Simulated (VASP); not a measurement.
Consider the following.

```xyz
5
Lattice="4.1459 0.0000 0.0000 0.0000 4.1459 0.0000 0.0000 0.0000 4.1459" Properties=species:S:1:pos:R:3 pbc="T T T"
Ba     0.0000     0.0000     0.0000
Sn     2.0730     2.0730     2.0730
O      2.0730     0.0000     2.0730
O      0.0000     2.0730     2.0730
O      2.0730     2.0730     0.0000
```

The numbers are results of PBE GGA, VASP's PBE PAW potentials (set 64) (plane waves; VASP), not measurements. Settings: 520 eV cut-off, 5×5×5 Γ-centred mesh, Gaussian smearing of 0.050 eV, potentials Ba_sv Sn_d O.

Give the stress tensor in GPa (positive for a compressed cell).

```
4.39  0.00  0.00
0.00  4.39  0.00
0.00  0.00  4.39
```
The pressure is its mean diagonal, 4.39 GPa.

The compound is BaSnO3 in the cubic perovskite structure. This cell is one point of a volume scan, at 0.97 of the reference volume.
